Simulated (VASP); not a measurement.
# 1T-MgI2 monolayer and its bilayer, part 4 of 5

Aim: relax 1T-MgI2 monolayer, place its levels against the vacuum, then find how two sheets stack and bind.

VASP 6.6.1, plane waves and PAW; the level of theory is named at each step.

So far. Step 7 (With spin-orbit coupling): On this path the gap is indirect, 3.31 eV, with the valence top at Γ and the conduction bottom at M. The least direct gap is 3.66 eV. Step 8 (A rigid stacking): Energy at zero smearing: -5.01795 eV.

### 9. A rigid stacking

Level of this step: optB86b-vdW; plane waves and PAW (Mg, I) (VASP).

INCAR reads:

```
SYSTEM = MgI2
PREC = Normal
ENCUT = 350
EDIFF = 1E-05
NELM = 120
ISMEAR = 0
SIGMA = 0.03
LREAL = .FALSE.
ALGO = Fast
GGA = MK
AGGAC = 0
LUSE_VDW = .TRUE.
PARAM1 = 0.1234
PARAM2 = 1
LASPH = .TRUE.
NBANDS = 22
LORBIT = 11
LWAVE = .FALSE.
LCHARG = .FALSE.
KPAR = 4
IDIPOL = 3
LDIPOL = .TRUE.
DIPOL = 0.5 0.5 0.5
```

POSCAR reads:

```
MgI2
1.0
    4.1504874331      0.0000000000      0.0000000000
   -2.0752437165      3.5944275551      0.0000000000
    0.0000000000      0.0000000000     26.8197144168
Mg I
2 4
Direct
    0.0000000000      0.0000000000      0.3795688700
    0.3333333300      0.6666666700      0.6204311300
    0.3333333300      0.6666666700      0.3169310400
    0.6666666700      0.3333333300      0.4422066900
    0.6666666700      0.3333333300      0.5577933100
    0.0000000000      1.0000000000      0.6830689600
```

KPOINTS reads:

```
Automatic mesh
0
Gamma
9 9 1
0 0 0
```

Potentials, in the order of the species: Mg and I (PBE family, release 64).

The run is started by

```sh
mpirun -np 4 vasp_std
```

Log:

```text
[... set-up lines as in an earlier step ...]
 entering main loop
       N       E                     dE             d eps       ncg     rms          rms(c)
DAV:   1     0.204100252928E+03    0.20410E+03   -0.82162E+03   528   0.775E+02
DAV:   2     0.210623031891E+02   -0.18304E+03   -0.17660E+03   824   0.154E+02
DAV:   3    -0.365959160332E+01   -0.24722E+02   -0.24602E+02   672   0.639E+01
DAV:   4    -0.463264295069E+01   -0.97305E+00   -0.97254E+00   742   0.158E+01
[...]
RMM:  11    -0.435120053778E+01   -0.40970E-04   -0.17467E-04   662   0.658E-02    0.156E-01
RMM:  12    -0.435125215516E+01   -0.51617E-04   -0.18194E-04   646   0.665E-02    0.403E-02
RMM:  13    -0.435125768855E+01   -0.55334E-05   -0.65400E-05   592   0.366E-02
   1 F= -.43512577E+01 E0= -.43512577E+01  d E =-.476887E-21
```

Run time: 42 s. Hardware: 4 MPI ranks of Intel Xeon 6975P-C (Granite Rapids), shared host; peak memory 2 GiB.

From OUTCAR (step 9):

```text
  Total       -0.2611234     -0.2611234      7.1265399     -0.0000000      0.0000000     -0.0000000
  in kB       -1.0456189     -1.0456189     28.5368685     -0.0000000      0.0000000     -0.0000000
  external PRESSURE =       8.8152103 kB  Pullay stress =       0.0000000 kB

 POSITION                                       TOTAL-FORCE (eV/Angst)
 -----------------------------------------------------------------------------------
      0.00000      0.00000     10.17993         0.000000     -0.000000     -0.183947
     -0.00000      2.39629     16.63979         0.000000      0.000000      0.183947
     -0.00000      2.39629      8.50000        -0.000000      0.000000     -0.003074
      2.07524      1.19814     11.85986        -0.000000      0.000000     -1.908609
      2.07524      1.19814     14.95986         0.000000     -0.000000      1.908609
      0.00000      0.00000     18.31971         0.000000     -0.000000      0.003074
 -----------------------------------------------------------------------------------
    total drift:                               -0.000010      0.000007     -0.000211

  FREE ENERGIE OF THE ION-ELECTRON SYSTEM (eV)
  ---------------------------------------------------
  free  energy   TOTEN  =        -4.3512576886 eV

  energy  without entropy=       -4.3512576886  energy(sigma->0) =       -4.35125769

[... 2 parts as in an earlier step ...]

[... 1 further part left out ...]
[key lines of the parts left out:]
E-fermi :  -1.4203
```

Energy at zero smearing: -4.35126 eV.

### 10. A rigid stacking

INCAR is that of step 9.

POSCAR reads:

```
MgI2
1.0
    4.1504874331      0.0000000000      0.0000000000
   -2.0752437165      3.5944275551      0.0000000000
    0.0000000000      0.0000000000     26.8197144168
Mg I
2 4
Direct
    0.0000000000      0.0000000000      0.3795688700
    0.6666666700      0.3333333300      0.6204311300
    0.3333333300      0.6666666700      0.3169310400
    0.6666666700      0.3333333300      0.4422066900
    1.0000000000      0.0000000000      0.5577933100
    0.3333333300      0.6666666700      0.6830689600
```

KPOINTS is that of step 9.

The run is started by

```sh
mpirun -np 4 vasp_std
```

Log:

```text
[... set-up lines as in an earlier step ...]
 entering main loop
       N       E                     dE             d eps       ncg     rms          rms(c)
DAV:   1     0.201767593409E+03    0.20177E+03   -0.82152E+03   528   0.775E+02
DAV:   2     0.204084172775E+02   -0.18136E+03   -0.17499E+03   810   0.152E+02
DAV:   3    -0.429386963648E+01   -0.24702E+02   -0.24583E+02   672   0.635E+01
DAV:   4    -0.528091657141E+01   -0.98705E+00   -0.98648E+00   756   0.160E+01
[...]
RMM:  12    -0.500692907889E+01   -0.50994E-04   -0.15564E-04   644   0.705E-02    0.137E-01
RMM:  13    -0.500690300699E+01    0.26072E-04   -0.46173E-05   604   0.346E-02    0.722E-02
RMM:  14    -0.500690421999E+01   -0.12130E-05   -0.20610E-05   458   0.203E-02
   1 F= -.50069042E+01 E0= -.50069042E+01  d E =-.179106E-13
```

It took 46 s on 4 MPI ranks; peak memory 2 GiB; 3 min of CPU time.

From OUTCAR (step 10):

```text
  Total        0.0904016      0.0904016      0.8104859      0.0000000     -0.0000000     -0.0000000
  in kB        0.3619959      0.3619959      3.2454362      0.0000000     -0.0000000     -0.0000000
  external PRESSURE =       1.3231427 kB  Pullay stress =       0.0000000 kB

 POSITION                                       TOTAL-FORCE (eV/Angst)
 -----------------------------------------------------------------------------------
      0.00000      0.00000     10.17993        -0.000000     -0.000000     -0.033884
      2.07524      1.19814     16.63979        -0.000000      0.000000      0.033884
     -0.00000      2.39629      8.50000         0.000000     -0.000000      0.009416
      2.07524      1.19814     11.85986        -0.000000      0.000000     -0.245001
      0.00000      0.00000     14.95986         0.000000     -0.000000      0.245001
     -0.00000      2.39629     18.31971        -0.000000      0.000000     -0.009416
 -----------------------------------------------------------------------------------
    total drift:                                0.000013     -0.000007     -0.000018

  FREE ENERGIE OF THE ION-ELECTRON SYSTEM (eV)
  ---------------------------------------------------
  free  energy   TOTEN  =        -5.0069042200 eV

  energy  without entropy=       -5.0069042200  energy(sigma->0) =       -5.00690422

[... 2 parts as in an earlier step ...]

[... 1 further part left out ...]
[key lines of the parts left out:]
E-fermi :  -1.8790
```

Energy at zero smearing: -5.00690 eV.

### 11. A rigid stacking

INCAR is that of step 10.

POSCAR reads:

```
MgI2
1.0
    4.1504874331      0.0000000000      0.0000000000
   -2.0752437165      3.5944275551      0.0000000000
    0.0000000000      0.0000000000     26.8197144168
Mg I
2 4
Direct
    0.0000000000      0.0000000000      0.3795688700
    0.0000000000      0.0000000000      0.6204311300
    0.3333333300      0.6666666700      0.3169310400
    0.6666666700      0.3333333300      0.4422066900
    0.6666666700      0.3333333300      0.5577933100
    0.3333333300      0.6666666700      0.6830689600
```

KPOINTS is that of step 10.

The run is started by

```sh
mpirun -np 4 vasp_std
```

Log:

```text
[... set-up lines as in an earlier step ...]
 entering main loop
       N       E                     dE             d eps       ncg     rms          rms(c)
DAV:   1     0.203244264533E+03    0.20324E+03   -0.82192E+03   528   0.775E+02
DAV:   2     0.206378634461E+02   -0.18261E+03   -0.17601E+03   828   0.154E+02
DAV:   3    -0.366410057035E+01   -0.24302E+02   -0.24197E+02   660   0.637E+01
DAV:   4    -0.463108500864E+01   -0.96698E+00   -0.96632E+00   756   0.157E+01
[...]
RMM:  12    -0.434762747225E+01   -0.22724E-04   -0.21438E-04   644   0.702E-02    0.348E-02
RMM:  13    -0.434763848891E+01   -0.11017E-04   -0.65023E-05   600   0.370E-02    0.112E-02
RMM:  14    -0.434763915760E+01   -0.66868E-06   -0.95406E-06   445   0.177E-02
   1 F= -.43476392E+01 E0= -.43476392E+01  d E =-.368411E-20
```

Wall time 48 s (4 MPI ranks); peak memory 2.1 GiB; 3.2 min of CPU time.

OUTCAR, selected parts (step 11):

```text
  Total       -0.2414847     -0.2414847      7.1693795     -0.0000000      0.0000000     -0.0000000
  in kB       -0.9669795     -0.9669795     28.7084117     -0.0000000      0.0000000     -0.0000000
  external PRESSURE =       8.9248176 kB  Pullay stress =       0.0000000 kB

 POSITION                                       TOTAL-FORCE (eV/Angst)
 -----------------------------------------------------------------------------------
      0.00000      0.00000     10.17993         0.000000     -0.000000     -0.182729
      0.00000      0.00000     16.63979         0.000000     -0.000000      0.182729
     -0.00000      2.39629      8.50000         0.000000     -0.000000     -0.005210
      2.07524      1.19814     11.85986        -0.000000     -0.000000     -1.920704
      2.07524      1.19814     14.95986        -0.000000      0.000000      1.920704
     -0.00000      2.39629     18.31971         0.000000     -0.000000      0.005210
 -----------------------------------------------------------------------------------
    total drift:                               -0.000008      0.000004     -0.000000

  FREE ENERGIE OF THE ION-ELECTRON SYSTEM (eV)
  ---------------------------------------------------
  free  energy   TOTEN  =        -4.3476391576 eV

  energy  without entropy=       -4.3476391576  energy(sigma->0) =       -4.34763916

[... 2 parts as in an earlier step ...]

[... 1 further part left out ...]
[key lines of the parts left out:]
E-fermi :  -1.4214
```

Energy at zero smearing: -4.34764 eV.

### 12. A rigid stacking

INCAR is that of step 11.

POSCAR reads:

```
MgI2
1.0
    4.1504874331      0.0000000000      0.0000000000
   -2.0752437165      3.5944275551      0.0000000000
    0.0000000000      0.0000000000     26.8197144168
Mg I
2 4
Direct
    0.0000000000      0.0000000000      0.3795688700
    0.3333333300      0.6666666700      0.6204311300
    0.3333333300      0.6666666700      0.3169310400
    0.6666666700      0.3333333300      0.4422066900
    0.0000000000      1.0000000000      0.5577933100
    0.6666666700      0.3333333300      0.6830689600
```

KPOINTS is that of step 11.

The run is started by

```sh
mpirun -np 4 vasp_std
```

Log:

```text
[... set-up lines as in an earlier step ...]
 entering main loop
       N       E                     dE             d eps       ncg     rms          rms(c)
DAV:   1     0.202614838196E+03    0.20261E+03   -0.82059E+03   528   0.775E+02
DAV:   2     0.199775475148E+02   -0.18264E+03   -0.17604E+03   804   0.153E+02
DAV:   3    -0.431493667642E+01   -0.24292E+02   -0.24181E+02   660   0.636E+01
DAV:   4    -0.528614618332E+01   -0.97121E+00   -0.97062E+00   762   0.158E+01
[...]
RMM:  13    -0.501328643020E+01    0.12218E-03   -0.14172E-04   637   0.540E-02    0.141E-01
RMM:  14    -0.501328193909E+01    0.44911E-05   -0.10891E-04   626   0.388E-02    0.532E-02
RMM:  15    -0.501328489515E+01   -0.29561E-05   -0.10836E-05   429   0.168E-02
   1 F= -.50132849E+01 E0= -.50132849E+01  d E =-.118281E-10
```

Elapsed: 53 s, on 4 MPI ranks; peak memory 2 GiB; 3.4 min of CPU time.

From OUTCAR (step 12):

```text
  Total        0.0974159      0.0974159      0.7420021      0.0000000      0.0000000      0.0000000
  in kB        0.3900832      0.3900832      2.9712059      0.0000000      0.0000000      0.0000000
  external PRESSURE =       1.2504574 kB  Pullay stress =       0.0000000 kB

 POSITION                                       TOTAL-FORCE (eV/Angst)
 -----------------------------------------------------------------------------------
      0.00000      0.00000     10.17993         0.000000      0.000000     -0.034367
     -0.00000      2.39629     16.63979         0.000000      0.000000      0.021996
     -0.00000      2.39629      8.50000        -0.000000     -0.000000      0.009847
      2.07524      1.19814     11.85986         0.000000      0.000000     -0.225976
      0.00000      0.00000     14.95986         0.000000      0.000000      0.237345
      2.07524      1.19814     18.31971        -0.000000      0.000000     -0.008844
 -----------------------------------------------------------------------------------
    total drift:                               -0.000013      0.000007      0.000268

  FREE ENERGIE OF THE ION-ELECTRON SYSTEM (eV)
  ---------------------------------------------------
  free  energy   TOTEN  =        -5.0132848951 eV

  energy  without entropy=       -5.0132848951  energy(sigma->0) =       -5.01328490

[... 2 parts as in an earlier step ...]

[... 1 further part left out ...]
[key lines of the parts left out:]
E-fermi :  -1.9052
```

Energy at zero smearing: -5.01328 eV.

(Part 4 of 5 ends here.)

[Lines on the potential files, build, host, timing and source positions are cut from VASP's logs without a mark.]

[Logs are printed without paths, hosts, clocks, repeated set-up lines and the standing remarks that a program may print on its own settings, such as how far it seeks lower states.]

[Hosts, paths, dates, database ids (printed as entryN), source tags and the programs' standing remarks are cut or masked in the printed files.]

[Runs that stopped without an error message from VASP are left out.]
